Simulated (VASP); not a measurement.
# ZnS (P6_3mc) in VASP: a series of runs, part 2 of 2

VASP 6.6.1. The steps go on from the part before.

**3. Single point, PBEsol (21.53 Å³/atom)**

INCAR

```
SYSTEM = ZnS
PREC     = Accurate       ! precision mode
ENCUT    = 520            ! plane-wave cutoff, eV
EDIFF    = 1E-6           ! SCF threshold, eV
ISMEAR   = 0              ! smearing method
SIGMA    = 0.05           ! smearing width, eV
LREAL    = .FALSE.        ! projectors in reciprocal space
LASPH    = .TRUE.         ! aspherical terms in the spheres
NELM     = 80             ! most SCF steps
ALGO     = Normal         ! electronic algorithm
ISIF     = 2              ! what is computed and relaxed
LWAVE    = .FALSE.        ! write WAVECAR
LCHARG   = .FALSE.        ! write CHGCAR
GGA      = PS             ! functional
NBANDS   = 26             ! bands
```

KPOINTS

```
Automatic mesh
0
G
  9 9 6
  0 0 0
```

POSCAR

```
ZnS
1.0
    4.0890869623      0.0000000000      0.0000000000
   -2.0445434811      3.5412531876      0.0000000000
    0.0000000000      0.0000000000      5.9467591692
Zn S
2 2
Direct
    0.3333333333      0.6666666667      0.0054424479
    0.6666666667      0.3333333333      0.5054424479
    0.3333333333      0.6666666667      0.3795575521
    0.6666666667      0.3333333333      0.8795575521
```

Potentials or basis: VASP PAW PBE potentials, release 64 (Zn, S).

On the command line:

```
$ cat potpaw_PBE.64/Zn/POTCAR potpaw_PBE.64/S/POTCAR > POTCAR
$ mpirun -np 1 vasp_std > vasp.out
```

OUTCAR:

```text
SYSTEM = ZnS
   PREC = Accurate
   ENCUT = 520
   EDIFF = 1E-6
   ISMEAR = 0
   LREAL = .FALSE.
   LASPH = .TRUE.
   NELM = 80
   ISIF = 2
   GGA = PS

 ion  position               nearest neighbor table
   1  0.333  0.667  0.005-   3 2.22   4 2.48   4 2.48   4 2.48
   2  0.667  0.333  0.505-   4 2.22   3 2.48   3 2.48   3 2.48
   3  0.333  0.667  0.380-   1 2.22   2 2.48   2 2.48   2 2.48
   4  0.667  0.333  0.880-   2 2.22   1 2.48   1 2.48   1 2.48

  LATTYP: Found a hexagonal cell.
 ALAT       =     4.0890869623
 C/A-ratio  =     1.4543000000

  Lattice vectors:

 A1 = (   4.0890869623,   0.0000000000,   0.0000000000)
 A2 = (  -2.0445434811,   3.5412531876,   0.0000000000)
 A3 = (   0.0000000000,   0.0000000000,   5.9467591692)

Analysis of symmetry for initial positions (statically):
=====================================================================
 Subroutine PRICEL returns:
 Original cell was already a primitive cell.

 Routine SETGRP: Setting up the symmetry group for a
 hexagonal supercell.

 Subroutine GETGRP returns: Found 12 space group operations
 (whereof  6 operations were pure point group operations)
 out of a pool of 24 trial point group operations.

The static configuration has the point symmetry C_3v.
 The point group associated with its full space group is C_6v.

Analysis of symmetry for dynamics (positions and initial velocities):
=====================================================================
 Subroutine PRICEL returns:
 Original cell was already a primitive cell.

 Routine SETGRP: Setting up the symmetry group for a
 hexagonal supercell.

 Subroutine GETGRP returns: Found 12 space group operations
 (whereof  6 operations were pure point group operations)
 out of a pool of 24 trial point group operations.

The dynamic configuration has the point symmetry C_3v.
[... 114 lines left out ...]
   PSTRESS=    0.0 pullay stress
   NELECT =      36.0000    total number of electrons
   NUPDOWN=      -1.0000    fix difference up-down
   EMIN   =  10.00;   EMAX   =-10.00  energy-range for DOS
   EFERMI =   0.00;   METHOD = LEGACY
   ISMEAR =     0;   SIGMA  =   0.05  broadening in eV -4-tet -1-fermi 0-gaus
   EFERMI_NEDOS =   21; number of points for ismear=-14 and -15
   IALGO  =     38    algorithm
   IMIX   =      4    mixing-type and parameters
     AMIX     =   0.40;   BMIX     =  1.00
     AMIX_MAG =   1.60;   BMIX_MAG =  1.00
  volume/ion in A,a.u.               =      21.53       145.28
  Fermi-wavevector in a.u.,A,eV,Ry     =   1.224112  2.313236 20.387648  1.498450
  Thomas-Fermi vector in A             =   2.359198
   LORBIT       =      0    0 simple, 1 ext, 2 COOP (PROOUT), +10 PAW based schemes
   GGA     = PS    functional components
   LHFCALC =     F    Hartree Fock is set to
   AEXX    =    0.0000 exact exchange contribution
   IVDW    =     0    specifies the selected vdW correction
   LEPSILON=     F    determine dielectric tensor
   LRPA    =     F    only Hartree local field effects (RPA)
 non-spin polarized calculation
 Gauss-broadening in eV      SIGMA  =   0.05
  energy-cutoff  :      520.00
  volume of cell :       86.11
 maximum number of plane-waves:      2350
   NGX = 15   NGY = 15   NGZ = 23

 number of electron      35.9999999 magnetization

 Free energy of the ion-electron system (eV)
  ---------------------------------------------------
  ext. energy  EPLUGINS =         0.00000000
  ---------------------------------------------------
  free energy    TOTEN  =       -14.67526280 eV

  energy without entropy =      -14.67526280  energy(sigma->0) =      -14.67526280

 E-fermi :   1.4794     XC(G=0):  -9.4204

 val. band max:        1.2732891876   @ k =   0.0000   0.0000   0.0000
 cond. band min:       2.9448061259   @ k =   0.0000   0.0000   0.0000
 fundamental gap:      1.6715169383
 Fermi energy:         1.4793730238

 k-point     1 :       0.0000    0.0000    0.0000
  band No.  band energies     occupation
      1     -11.3914      2.00000
      2     -10.3559      2.00000
      3      -4.9058      2.00000
      4      -4.7964      2.00000
      5      -4.7964      2.00000
      6      -4.6899      2.00000
[... 685 lines left out ...]
     25      10.6483      0.00000
     26      10.6483      0.00000

 [... further k-points ...]
[... 5 lines left out ...]
  --------------------------------------------------------------------------------------
  -------------------------------------------------------------------------------------
  Total       -5.2352044     -5.2352044      2.3026433     -0.0000000      0.0000000      0.0000000
  in kB      -97.4048429    -97.4048429     42.8423782     -0.0000000      0.0000000      0.0000000
  external PRESSURE =     -50.6557692 kB  Pullay stress =       0.0000000 kB

 VOLUME and BASIS-vectors are now :
 -----------------------------------------------------------------------------
  energy-cutoff  :      520.00
  volume of cell :       86.11
      direct lattice vectors                 reciprocal lattice vectors
     4.089086962  0.000000000  0.000000000     0.244553371  0.141192954  0.000000000
    -2.044543481  3.541253188  0.000000000     0.000000000  0.282385909  0.000000000
     0.000000000  0.000000000  5.946759169     0.000000000  0.000000000  0.168158819

 POSITION                                       TOTAL-FORCE (eV/Angst)
 -----------------------------------------------------------------------------------
     -0.00000      2.36084      0.03236        -0.000000     -0.000000     -0.772043
      2.04454      1.18042      3.00574         0.000000      0.000000     -0.772043
     -0.00000      2.36084      2.25714         0.000000     -0.000000      0.772043
      2.04454      1.18042      5.23052        -0.000000      0.000000      0.772043
 -----------------------------------------------------------------------------------
    total drift:                               -0.000000     -0.000000      0.000764

  FREE ENERGIE OF THE ION-ELECTRON SYSTEM (eV)
  ---------------------------------------------------
  free  energy   TOTEN  =       -14.6752628024 eV

  energy  without entropy=      -14.6752628024  energy(sigma->0) =      -14.67526280
```

stdout:

```text
POSCAR found type information on POSCAR ZnS
 POSCAR found :  2 types and       4 ions
 scaLAPACK will be used
 -----------------------------------------------------------------------------
|                                                                             |
|                                                                             |
|     You enforced a specific xc type in the INCAR file but a different       |
|     I HOPE YOU KNOW WHAT YOU ARE DOING!                                     |
|                                                                             |
 -----------------------------------------------------------------------------

 LDA part: xc-table for (Slater+PW92), standard interpolation
 POSCAR, INCAR and KPOINTS ok, starting setup
 FFT: planning ... GRIDC
 FFT: planning ... GRID_SOFT
 FFT: planning ... GRID
 WAVECAR not read
 entering main loop
```

It took 51 s on 1 thread of Intel Xeon 6975P-C (Granite Rapids), shared host; peak memory 0.24 GiB.

Results:

| Item | Value |
| --- | --- |
| Free energy | -14.6753 eV |
| Pressure | -5.1 GPa |
| Largest force | 0.772 eV/Å |
| Band gap on the k mesh | 1.67 eV |

Forces in eV/Å, atoms in the order of the input:
```
Zn   0.000  0.000 -0.772
Zn   0.000  0.000 -0.772
S    0.000  0.000  0.772
S    0.000  0.000  0.772
```

Caveat: the cell stands under tension; the PAW data sets were made with another functional, which shifts forces and pressure a little. As with any semilocal functional, this PBEsol gap is likely too small.

**4. Single point, PBEsol (19.22 Å³/atom)**

This run uses another cell than the first one, of 19.22 Å³/atom.

INCAR

```
SYSTEM = ZnS
PREC = Accurate
ENCUT = 520
EDIFF = 1E-6
ISMEAR = 0
SIGMA = 0.05
LREAL = .FALSE.
LASPH = .TRUE.
NELM = 80
ALGO = Normal
ISIF = 2
LWAVE = .FALSE.
LCHARG = .FALSE.
GGA = PS
NBANDS = 26
```

KPOINTS

```
regular mesh
0
G
  9 9 6
  0 0 0
```

POSCAR

```
ZnS
1.0
    3.8586460200      0.0000000000      0.0000000000
   -1.9293230100      3.3416854775      0.0000000000
    0.0000000000      0.0000000000      5.9627656946
Zn S
2 2
Direct
    0.3333333333      0.6666666667      0.0054424479
    0.6666666667      0.3333333333      0.5054424479
    0.3333333333      0.6666666667      0.3795575521
    0.6666666667      0.3333333333      0.8795575521
```

On the command line:

```
$ cat potpaw_PBE.64/Zn/POTCAR potpaw_PBE.64/S/POTCAR > POTCAR
$ mpirun -np 1 vasp_std > vasp.out
```

It took 80 s on 1 thread of Intel Xeon 8259CL, shared host; peak memory 0.24 GiB.

It converged, with:

```
Free energy            : -15.0735 eV
Pressure               : 0.8 GPa
Largest force          : 0.544 eV/Å
Band gap on the k mesh : 2.17 eV
```

Forces in eV/Å, atoms in the order of the input:
```
Zn   0.000  0.000 -0.544
Zn   0.000  0.000 -0.544
S    0.000  0.000  0.544
S    0.000  0.000  0.544
```

Stress tensor (GPa, compression positive):
```
-2.49  0.00  0.00
 0.00 -2.49  0.00
 0.00  0.00  7.48
```

Levels at points of the mesh, in eV from the valence-band top:
| k point | band 15 | band 16 | band 17 | band 18 | band 19 | band 20 | band 21 | band 22 |
| --- | --- | --- | --- | --- | --- | --- | --- | --- |
| (0.00, 0.00, 0.00) | -1.20 | -0.07 | -0.07 | 0.00 | 2.17 | 2.58 | 5.93 | 5.93 |
| (0.00, 0.00, 0.50) | -0.67 | -0.67 | -0.67 | -0.67 | 3.28 | 3.28 | 6.41 | 6.41 |

Caveat: the PAW data sets were made with another functional, which shifts forces and pressure a little; an odd mesh through Γ misses points on the zone boundary, where band edges can lie.

**5. Single point, PBEsol (19.22 Å³/atom)**

This run uses another cell than the first one, of 19.22 Å³/atom.

INCAR

```
PREC = Accurate
ENCUT = 520
EDIFF = 1E-6
ISMEAR = 0
SIGMA = 0.05
LREAL = F
LASPH = T
NELM = 100
ALGO = Normal
ISIF = 2
LWAVE = F
LCHARG = F
GGA = PS
NBANDS = 26
```

KPOINTS

```
Automatic mesh
0
Gamma
  9 9 6
```

POSCAR

```
ZnS
1.0
    4.0179369615      0.0000000000      0.0000000000
   -2.0089684808      3.4796354795      0.0000000000
    0.0000000000      0.0000000000      5.4993503192
Zn S
2 2
Direct
    0.3333333333      0.6666666667      0.0054424479
    0.6666666667      0.3333333333      0.5054424479
    0.3333333333      0.6666666667      0.3795575521
    0.6666666667      0.3333333333      0.8795575521
```

On the command line:

```
$ cat potpaw_PBE.64/Zn/POTCAR potpaw_PBE.64/S/POTCAR > POTCAR
$ mpirun -np 1 vasp_std > vasp.out
```

It took 1.8 min on 1 thread of Intel Xeon 8259CL, shared host; peak memory 0.23 GiB.

It converged, with:

```
Free energy            : -14.2169 eV
Pressure               : 5.6 GPa
Largest force          : 2.579 eV/Å
Band gap on the k mesh : 1.76 eV
```

Forces on the atoms (eV/Å):
```
Zn   0.000  0.000 -2.579
Zn   0.000  0.000 -2.579
S    0.000  0.000  2.579
S    0.000  0.000  2.579
```

Stress tensor (GPa, compression positive):
```
-6.17  0.00  0.00
 0.00 -6.17  0.00
 0.00  0.00 29.24
```

Levels at points of the mesh, in eV from the valence-band top:
| k point | band 16 | band 17 | band 18 | band 19 | band 20 | band 21 |
| --- | --- | --- | --- | --- | --- | --- |
| (0.00, 0.00, 0.00) | -0.13 | -0.13 | 0.00 | 1.76 | 2.08 | 5.48 |
| (0.00, 0.00, 0.50) | -0.95 | -0.95 | -0.95 | 3.04 | 3.04 | 5.93 |

Caveat: the cell stands under pressure; the PAW data sets were made with another functional, which shifts forces and pressure a little; an odd mesh through Γ misses points on the zone boundary, where band edges can lie.

**6. Single point, PBEsol (19.22 Å³/atom)**

This run uses another cell than the first one, of 19.22 Å³/atom.

INCAR

```
ALGO = Normal
EDIFF = 1E-6
ENCUT = 520
GGA = PS
ISIF = 2
ISMEAR = 0
LASPH = True
LCHARG = False
LREAL = False
LWAVE = False
NBANDS = 26
NELM = 80
PREC = Accurate
SIGMA = 0.05
```

KPOINTS

```
k-points
0
Gamma
  9 9 6
```

POSCAR

```
ZnS
1.0
    3.6315558239      0.0000000000      0.0000000000
   -1.8157779119      3.1450195988      0.0000000000
    0.0000000000      0.0000000000      6.7318150307
Zn S
2 2
Direct
    0.3333333333      0.6666666667      0.0054424479
    0.6666666667      0.3333333333      0.5054424479
    0.3333333333      0.6666666667      0.3795575521
    0.6666666667      0.3333333333      0.8795575521
```

Potentials or basis: VASP PAW PBE potentials, release 64 (Zn, S).

On the command line:

```
$ cat potpaw_PBE.64/Zn/POTCAR potpaw_PBE.64/S/POTCAR > POTCAR
$ mpirun -np 1 vasp_std > vasp.out
```

OUTCAR:

```text
EDIFF = 1E-6
   ENCUT = 520
   GGA = PS
   ISIF = 2
   ISMEAR = 0
   LASPH = True
   LREAL = False
   NELM = 80
   PREC = Accurate

 ion  position               nearest neighbor table
   1  0.333  0.667  0.005-   4 2.26   4 2.26   4 2.26   3 2.52
   2  0.667  0.333  0.505-   3 2.26   3 2.26   3 2.26   4 2.52
   3  0.333  0.667  0.380-   2 2.26   2 2.26   2 2.26   1 2.52
   4  0.667  0.333  0.880-   1 2.26   1 2.26   1 2.26   2 2.52

  LATTYP: Found a hexagonal cell.
[... 890 lines left out ...]
     25      11.9880      0.00000
     26      11.9892      0.00000

 [... further k-points ...]
[... 5 lines left out ...]
  --------------------------------------------------------------------------------------
  -------------------------------------------------------------------------------------
  Total        3.4148880      3.4148880     -4.0699650      0.0000000      0.0000000      0.0000000
  in kB       71.1604674     71.1604674    -84.8111603      0.0000000      0.0000000      0.0000000
  external PRESSURE =      19.1699248 kB  Pullay stress =       0.0000000 kB

 VOLUME and BASIS-vectors are now :
 -----------------------------------------------------------------------------
  energy-cutoff  :      520.00
  volume of cell :       76.89
      direct lattice vectors                 reciprocal lattice vectors
     3.631555824  0.000000000  0.000000000     0.275364072  0.158981521  0.000000000
    -1.815777912  3.145019599  0.000000000     0.000000000  0.317963042  0.000000000
     0.000000000  0.000000000  6.731815031     0.000000000  0.000000000  0.148548348

 POSITION                                       TOTAL-FORCE (eV/Angst)
 -----------------------------------------------------------------------------------
     -0.00000      2.09668      0.03664         0.000000      0.000000      0.518906
      1.81578      1.04834      3.40255        -0.000000     -0.000000      0.518906
     -0.00000      2.09668      2.55511        -0.000000      0.000000     -0.518906
      1.81578      1.04834      5.92102         0.000000     -0.000000     -0.518906
 -----------------------------------------------------------------------------------
    total drift:                               -0.000000     -0.000000      0.001246

  FREE ENERGIE OF THE ION-ELECTRON SYSTEM (eV)
  ---------------------------------------------------
  free  energy   TOTEN  =       -14.8467957535 eV

  energy  without entropy=      -14.8467957535  energy(sigma->0) =      -14.84679575
```

Run time: 1.9 min. Hardware: 1 thread of Intel Xeon 8259CL, shared host; peak memory 0.23 GiB.

What came out:

```
Free energy            : -14.8468 eV
Pressure               : 1.9 GPa
Largest force          : 0.519 eV/Å
Band gap on the k mesh : 1.61 eV
```

Forces in eV/Å, atoms in the order of the input:
```
Zn   0.000  0.000  0.519
Zn   0.000  0.000  0.519
S    0.000  0.000 -0.519
S    0.000  0.000 -0.519
```

Caveat: the PAW data sets were made with another functional, which shifts forces and pressure a little.

**7. The runs side by side**

```csv
cell,gap on the mesh (eV),pressure (GPa),largest force (eV/Å)
"a = 3.927, b = 3.927, c = 6.448 Å, angles 90.0, 90.0, 120.0°, 4 atoms",1.67,-6.8,0.02
"a = 4.089, b = 4.089, c = 5.947 Å, angles 90.0, 90.0, 120.0°, 4 atoms",1.67,-5.1,0.77
"a = 3.859, b = 3.859, c = 5.963 Å, angles 90.0, 90.0, 120.0°, 4 atoms",2.17,0.8,0.54
"a = 4.018, b = 4.018, c = 5.499 Å, angles 90.0, 90.0, 120.0°, 4 atoms",1.76,5.6,2.58
"a = 3.632, b = 3.632, c = 6.732 Å, angles 90.0, 90.0, 120.0°, 4 atoms",1.61,1.9,0.52
```

Alike in all rows: task single point; level PBEsol; potentials or basis VASP PAW PBE potentials, release 64 (Zn, S); no spin polarisation; k mesh 9 × 9 × 6; cutoff (eV) 520; smearing gaussian 0.05 eV.

Caveats: the PAW data sets were made with another functional, which shifts forces and pressure a little; the cell stands under tension (at least some runs); an odd mesh through Γ misses points on the zone boundary, where band edges can lie (at least some runs); the cell stands under pressure (at least some runs).

Absolute energies hang on the potentials; compare differences alone.

**8. How close it comes**

Step 4. Against the measured gap of ZnS, 3.911 eV (direct; 4 K; a printed reference work, monograph), the calculated 2.17 eV is off by -1.74 eV. The value is that of PBEsol on a finite k mesh, which can miss the band edges, without temperature or zero-point motion. Semilocal functionals fall short of measured gaps as a rule.
